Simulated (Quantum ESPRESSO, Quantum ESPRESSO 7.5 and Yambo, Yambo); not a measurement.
**BeTe (F-43m): G0W0 with Yambo, start to end**

Wanted: ground state, empty states, screening and self-energy for BeTe (F-43m).

Method: PBE and many-body steps on it, plane waves, in Quantum ESPRESSO 7.5 and Yambo 5.3.0.

**Experimental background.**

- Gap 2.8 eV: absolute (indirect, Gamma to X) gap, second literature value; film (quoted from earlier experiment) (quoted in “The band structure of BeTe - a combined experimental and theoretical study”, 1997, arxiv:cond-mat/9712266).

- Gap 2.7 eV: absolute (indirect, Gamma to X) gap; bulk crystal (quoted from earlier experiment) (quoted in “The band structure of BeTe - a combined experimental and theoretical study”, 1997, arxiv:cond-mat/9712266).

This is a report of a sequence of runs, with most program output left out.

**1. The starting structure**

The structure is cubic, space group F-43m (No. 216). The conventional cell has a = 5.663 Å, b = 5.663 Å, c = 5.663 Å, α = 90.00°, β = 90.00°, γ = 90.00°. Nearest to Be lie 4 Te at 2.45 Å. Nearest to Te lie 4 Be at 2.45 Å. Farther neighbours and most contacts between anions are not listed.

The cell and positions are those that the Materials Project relaxed with its own functionals (PBE, PBE+U or r2SCAN), kept fixed. Spin-orbit coupling is left out unless a step names it.

**2. Ground state**

This step: Quantum ESPRESSO 7.5; DFT, PBE, plane waves, norm-conserving pseudopotentials.

The ground-state density comes first.

Input file pw.in:

```
&control
  calculation = 'scf'
  prefix = 'x'
  outdir = 'o'
  pseudo_dir = 'pseudo'
/
&system
  ibrav = 0
  nat = 2
  ntyp = 2
  ecutwfc = 88.0
  nbnd = 19
  force_symmorphic = .true.
/
&electrons
  conv_thr = 1e-10
  electron_maxstep = 80
  mixing_beta = 0.5
/
ATOMIC_SPECIES
  Be 9.012 Be.upf
  Te 127.6 Te.upf
CELL_PARAMETERS angstrom
  -0.0000000000 2.8314587876 2.8314587876
  2.8314587876 0.0000000000 2.8314587876
  2.8314587876 2.8314587876 0.0000000000
ATOMIC_POSITIONS crystal
  Be 0.0000000000 0.0000000000 0.0000000000
  Te 0.7500000000 0.7500000000 0.7500000000
K_POINTS automatic
  6 6 6 0 0 0
```

Command:

```console
$ OMP_NUM_THREADS=1 mpirun -n 4 pw.x -nk 4 -in pw.in > pw.out
```

The job ended after 5.5 s (4 MPI ranks of Arm Neoverse V2, shared host; peak memory 0.27 GiB).

This step gave:

| Property | Result |
| --- | --- |
| total energy | -8013.1641 eV |
| gap | 2.027 eV |
| k of the valence top | 0, 0, 0 |
| k of the conduction bottom | 0, -0.5, -0.5 |
| least direct gap | 3.645 eV |

The gap is indirect, with the least direct gap 1.62 eV higher.

**3. Bands along the symmetry lines**

Levels along a band path, at the cheap level, show where the edges lie and whether the meshes to come will hold them.

Input file pw.in:

```
&control
  calculation = 'bands'
  prefix = 'x'
  outdir = 'o'
  pseudo_dir = 'pseudo'
/
&system
  ibrav = 0
  nat = 2
  ntyp = 2
  ecutwfc = 88.0
  nbnd = 20
  force_symmorphic = .true.
/
&electrons
  conv_thr = 1e-9
  electron_maxstep = 80
  diago_full_acc = .true.
  diago_thr_init = 5e-6
/
ATOMIC_SPECIES
  Be 9.012 Be.upf
  Te 127.6 Te.upf
CELL_PARAMETERS angstrom
  -0.0000000000 2.8314587876 2.8314587876
  2.8314587876 0.0000000000 2.8314587876
  2.8314587876 2.8314587876 0.0000000000
ATOMIC_POSITIONS crystal
  Be 0.0000000000 0.0000000000 0.0000000000
  Te 0.7500000000 0.7500000000 0.7500000000
K_POINTS crystal
  50
  0.00000000 0.00000000 0.00000000 1
  -0.06250000 -0.06250000 0.00000000 1
  -0.12500000 -0.12500000 0.00000000 1
  -0.18750000 -0.18750000 0.00000000 1
  -0.25000000 -0.25000000 0.00000000 1
  -0.31250000 -0.31250000 0.00000000 1
  -0.37500000 -0.37500000 0.00000000 1
  -0.43750000 -0.43750000 0.00000000 1
  -0.50000000 -0.50000000 0.00000000 1
  -0.48437500 -0.48437500 0.03125000 1
  -0.46875000 -0.46875000 0.06250000 1
  -0.45312500 -0.45312500 0.09375000 1
  -0.43750000 -0.43750000 0.12500000 1
  -0.42187500 -0.42187500 0.15625000 1
  -0.40625000 -0.40625000 0.18750000 1
  -0.39062500 -0.39062500 0.21875000 1
  -0.37500000 -0.37500000 0.25000000 1
  -0.37500000 0.00000000 0.37500000 1
  -0.32812500 0.00000000 0.32812500 1
  -0.28125000 0.00000000 0.28125000 1
  -0.23437500 0.00000000 0.23437500 1
  -0.18750000 0.00000000 0.18750000 1
  -0.14062500 0.00000000 0.14062500 1
  -0.09375000 0.00000000 0.09375000 1
  -0.04687500 0.00000000 0.04687500 1
  0.00000000 0.00000000 0.00000000 1
  0.00000000 0.00000000 0.06250000 1
  0.00000000 0.00000000 0.12500000 1
  0.00000000 0.00000000 0.18750000 1
  0.00000000 0.00000000 0.25000000 1
  0.00000000 0.00000000 0.31250000 1
  0.00000000 0.00000000 0.37500000 1
  0.00000000 0.00000000 0.43750000 1
  -0.00000000 -0.00000000 0.50000000 1
  -0.06250000 -0.03125000 0.46875000 1
  -0.12500000 -0.06250000 0.43750000 1
  -0.18750000 -0.09375000 0.40625000 1
  -0.25000000 -0.12500000 0.37500000 1
  -0.31250000 -0.15625000 0.34375000 1
  -0.37500000 -0.18750000 0.31250000 1
  -0.43750000 -0.21875000 0.28125000 1
  -0.50000000 -0.25000000 0.25000000 1
  -0.50000000 -0.28125000 0.21875000 1
  -0.50000000 -0.31250000 0.18750000 1
  -0.50000000 -0.34375000 0.15625000 1
  -0.50000000 -0.37500000 0.12500000 1
  -0.50000000 -0.40625000 0.09375000 1
  -0.50000000 -0.43750000 0.06250000 1
  -0.50000000 -0.46875000 0.03125000 1
  -0.50000000 -0.50000000 0.00000000 1
```

The job ended after 4.5 s (4 MPI ranks; peak memory 0.24 GiB).

Numbers from this step:

```yaml
gap: 2.027 eV
k_of_the_valence_top: 0, 0, 0
k_of_the_conduction_bottom: -0.5, -0.5, 0
least_direct_gap: 3.645 eV
```

The gap is 2.027 eV, as in the run before at this level.

The electronic bands at the labelled points (eV, zero at the top of the highest filled band):

```
    point  band 11  band 12  band 13  band 14  band 15  band 16  band 17  band 18
        Γ   -12.19     0.00     0.00     0.00     3.64     3.64     3.64     3.71
  halfway   -11.47    -2.86    -1.63    -1.63     2.65     4.41     6.43     6.43
        X   -10.42    -5.02    -2.58    -2.58     2.03     2.71     9.65     9.65
  halfway   -10.41    -4.92    -3.06    -2.47     2.35     3.37     9.06     9.11
        U   -10.44    -4.67    -3.78    -2.17     2.75     5.28     7.86     8.13
jump to K   -10.44    -4.67    -3.78    -2.17     2.75     5.28     7.86     8.13
  halfway   -11.41    -3.47    -2.20    -0.65     4.05     4.68     5.21     6.25
        Γ   -12.19     0.00     0.00     0.00     3.64     3.64     3.64     3.71
  halfway   -11.65    -3.26    -0.65    -0.65     3.29     4.51     4.51     6.96
        L   -10.89    -5.43    -1.10    -1.10     3.05     4.62     4.62     7.84
  halfway   -10.66    -5.01    -2.83    -1.85     4.21     4.41     6.65     7.73
        W   -10.39    -4.50    -3.60    -3.12     5.30     5.54     5.60     6.15
  halfway   -10.40    -4.82    -3.05    -2.87     3.05     3.67     8.22     8.40
        X   -10.42    -5.02    -2.58    -2.58     2.03     2.71     9.65     9.65
```

**4. Empty states on the mesh, 6×6×6 mesh, 203 bands**

The sums over transitions need many empty states on a uniform mesh; this step solves for them.

Input file pw.in:

```
&control
  calculation = 'nscf'
  prefix = 'x'
  outdir = 'o'
  pseudo_dir = 'pseudo'
/
&system
  ibrav = 0
  nat = 2
  ntyp = 2
  ecutwfc = 88.0
  nbnd = 203
  force_symmorphic = .true.
/
&electrons
  conv_thr = 1e-9
  electron_maxstep = 80
  diago_full_acc = .true.
  diago_thr_init = 5e-6
/
ATOMIC_SPECIES
  Be 9.012 Be.upf
  Te 127.6 Te.upf
CELL_PARAMETERS angstrom
  -0.0000000000 2.8314587876 2.8314587876
  2.8314587876 0.0000000000 2.8314587876
  2.8314587876 2.8314587876 0.0000000000
ATOMIC_POSITIONS crystal
  Be 0.0000000000 0.0000000000 0.0000000000
  Te 0.7500000000 0.7500000000 0.7500000000
K_POINTS automatic
  6 6 6 0 0 0
```

Wall time 33 s (4 MPI ranks); peak memory 0.5 GiB.

Numbers from this step:

```yaml
gap: 2.027 eV
k_of_the_valence_top: 0, 0, 0
k_of_the_conduction_bottom: 0, -0.5, -0.5
least_direct_gap: 3.645 eV
k_points_computed: 16
lowest_point_of_the_top_converged_band_above_the_valence_top: 134.2868 eV
```

On this mesh the gap is 2.027 eV.

**5. Conversion and set-up**

This step: Yambo 5.3.0; conversion and set-up on PBE, plane waves, norm-conserving pseudopotentials.

The states are converted to the many-body program's format and the q mesh is built.

Command:

```console
$ (cd o/x.save; p2y > p2y.log; mv SAVE ../..); yambo > setup.log
```

The job ended after 2.6 s (1 MPI rank; peak memory 0.25 GiB).

**6. Screening and self-energy, 6×6×6 mesh, 203 bands, screening to 210.9 eV**

G0W0 replaces the xc potential by the self-energy, built once from these orbitals. Only a window of levels is corrected, while the sums run over the empty bands that the input names.

This step: G0W0 on PBE, plane waves, norm-conserving pseudopotentials.

Input file gw1.in:

```
HF_and_locXC
gw0
dyson
ppa
em1d
rim_cut
RandQpts= 1000000
RandGvec= 1 RL
EXXRLvcs= 88 Ry
VXCRLvcs= 352 Ry
Chimod= "HARTREE"
% BndsRnXp
 1 | 203 |
%
NGsBlkXp= 15.5 Ry
% LongDrXp
 1 | 1 | 1 |
%
% GbndRnge
 1 | 203 |
%
DysSolver= "n"
ExtendOut
PPAPntXp= 27.21138 eV
% QPkrange
 1 | 1 | 13 | 16 |
 13 | 13 | 13 | 16 |
%
```

Command:

```console
$ OMP_NUM_THREADS=1 mpirun -n 4 yambo -F gw1.in -J gw1 -C gw1 > gw1.log
```

It took 19 min on 4 MPI ranks; peak memory 2.7 GiB.

This step gave:

| Item | Value |
| --- | --- |
| G0W0 gap on the points computed | 2.895 eV |
| starting gap on the mesh | 2.027 eV |
| k of the valence top | 0, 0, 0 |
| k of the conduction bottom | 0, -0.5, -0.5 |
| least direct G0W0 gap on the computed points | 4.743 eV |
| Z at the valence top | 0.8044 |
| Z at the conduction bottom | 0.8168 |

The gap on the mesh goes from 2.03 eV to 2.89 eV, a correction of +0.87 eV.

Limits: finite bands, cutoff and mesh; no spin-orbit coupling. v1 is the top filled band, c1 the lowest empty one. The levels before and after the correction (eV, zero at the valence-band top of each column):

```
           conduction bottom  valence top
Kohn-Sham               2.03         0.00
     G0W0               2.89         0.00
```

```
                         level  energy (eV)
Kohn-Sham              Γ v2-v1        0.000
Kohn-Sham              Γ c1-c2        3.645
Kohn-Sham  (0 -0.5 -0.5) v2-v1       -2.578
Kohn-Sham     (0 -0.5 -0.5) c1        2.027
Kohn-Sham     (0 -0.5 -0.5) c2        2.711
     G0W0              Γ v2-v1        0.000
     G0W0              Γ c1-c2        4.743
     G0W0  (0 -0.5 -0.5) v2-v1       -2.735
     G0W0     (0 -0.5 -0.5) c1        2.895
     G0W0     (0 -0.5 -0.5) c2        3.659
```

**7. Where the time went**

Times are wall times on the hardware named with each run, good to a factor of about two.

```
                          step    time  share  memory (GiB)
                  ground state   5.5 s    0 %          0.27
bands along the symmetry lines   4.5 s    0 %          0.24
      empty states on the mesh    33 s    3 %           0.5
         conversion and set-up   2.6 s    0 %          0.25
     screening and self-energy  19 min   96 %           2.7
```

**8. Outcome**

```json
{
 "PBE gap": "2.03 eV, indirect",
 "G0W0 gap on the mesh": "2.89 eV",
 "GW settings": "6×6×6 mesh, 203 bands, screening to 210.9 eV, Godby-Needs plasmon pole",
 "known limits": "not at the basis limit; no spin-orbit coupling"
}
```

**Reading.** G0W0 moves the gap on the mesh from 2.03 eV to 2.89 eV (+0.87 eV), with Z of 0.80 and 0.82 at the edges. Only 2 of the mesh's irreducible points were corrected, so a valley elsewhere could overtake. The dearest step here is «screening and self-energy». Against experiment, by G0W0@PBE: the gap of 2.89 eV lies +0.09 eV from the measured 2.8 eV (indirect, quoted 1997); the gap of 2.89 eV lies +0.19 eV from the measured 2.7 eV (indirect, quoted 1997). The calculation has static nuclei and no excitons; a measured gap holds zero-point and thermal motion, which mostly lowers it. With atoms this heavy the missing spin-orbit coupling can matter too. Bands and cutoff are finite, so the gap is not at the basis limit. The miss can reach some tenths of an eV and take either sign; the mesh is an error of its own. In the G0W0 run levels were corrected at 2 k points alone, so a gap called «on the mesh» is the least over those, and an edge elsewhere would be missed.

[Paths, hosts, dates, memory and timing lines, banners, echoed tables and standing remarks are left out of the program output.]

[Logs are printed without paths, hosts, clocks, repeated set-up lines and the standing remarks that a program may print on its own settings, such as how far it seeks lower states.]

[Runs of the session that timed out or met a known fault of the program may be left out.]

[Hosts, paths, dates, database ids (printed as entryN), source tags and the programs' standing remarks are cut or masked in the printed files.]
